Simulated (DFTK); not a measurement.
Crystal: Ru.

```
Ru
1.0
     2.70580    0.00000    0.00000
    -1.35290    2.34329    0.00000
     0.00000    0.00000    4.28190
Ru
2
Direct
  0.66667 0.33333 0.75000
  0.33333 0.66667 0.25000
```

| Quantity | Value |
| --- | --- |
| Program | DFTK 0.8.2 |
| Task | single point |
| Functional | PBEsol |
| Potentials or basis | dojo.nc.sr.pbesol.v0_4_1.standard.upf (PBEsol) |
| Cutoff | 1143 eV |
| k mesh | 11 × 11 × 6 |
| Occupations | fermi-dirac, width 0.05 eV |
| Spin | no spin polarisation |

On this cell: pressure -5.7 GPa; largest force under 0.003 eV/Å; band gap on the k mesh none (metal or under the smearing width).

The same run follows on a disturbed copy (atoms moved at random, drawn with an rms of 0.05 Å):

```
Ru
1.0
     2.70580    0.00000    0.00000
    -1.35290    2.34329    0.00000
     0.00000    0.00000    4.28190
Ru
2
Direct
  0.67236 0.34385 0.74518
  0.32157 0.68043 0.24367
```

What does the disturbed cell give?

The energy (extrapolated to zero smearing) moves by +4.7 meV/atom; pressure -5.6 GPa; largest force 0.349 eV/Å; band gap on the k mesh none (metal or under the smearing width).

Forces on the atoms (eV/Å):
```
Ru  -0.337  0.050 -0.078
Ru   0.337 -0.050  0.078
```

Stress tensor (GPa, compression positive):
```
-5.73  0.96  0.05
 0.96 -5.37 -0.01
 0.05 -0.01 -5.66
```
